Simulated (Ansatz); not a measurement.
## Structure relaxation of NiGe

Theory: DFT PBE, scalar-relativistic, plane waves, PAW (Ansatz 0.2.0). Cutoff 420 eV, Γ-centred k mesh, Gaussian smearing, no spin polarisation in the final step.

A relaxed cell is given with its space group left out.

```xyz
4
Lattice="0.0000 3.0193 3.0193 3.0193 0.0000 3.0193 3.0193 3.0193 0.0000" Properties=species:S:1:pos:R:3 pbc="T T T"
Ni    0.0000    0.0000    0.0000
Ni    1.5097    1.5097    1.5097
Ge    3.0193    3.0193    3.0193
Ge    4.5290    4.5290    4.5290
```

Energies over the elements count from the elements' standard structures at the same level, with no empirical corrections.

(1) What space group does it have?

(2) How far does it lie from the elements in energy?

(3) Is it a metal?

Answers

(1) Fd-3m (No. 227). Conventional cell: a = 6.039 Å. Around Ni lie 4 Ge at 2.61 Å, 4 Ni at 2.61 Å and 6 Ge at 3.02 Å; Ge has 4 Ge at 2.61 Å, 4 Ni at 2.61 Å and 6 Ni at 3.02 Å.

(2) 0.18 eV/atom.

(3) Yes, bands cross the Fermi level on the 14×14×14 mesh.

The final run used a 14×14×14 mesh on its 4-atom cell and 0.10 eV smearing. For metals, differences of a few meV/atom aren't resolved. The cell came from a trial start, so NiGe may not exist in this structure.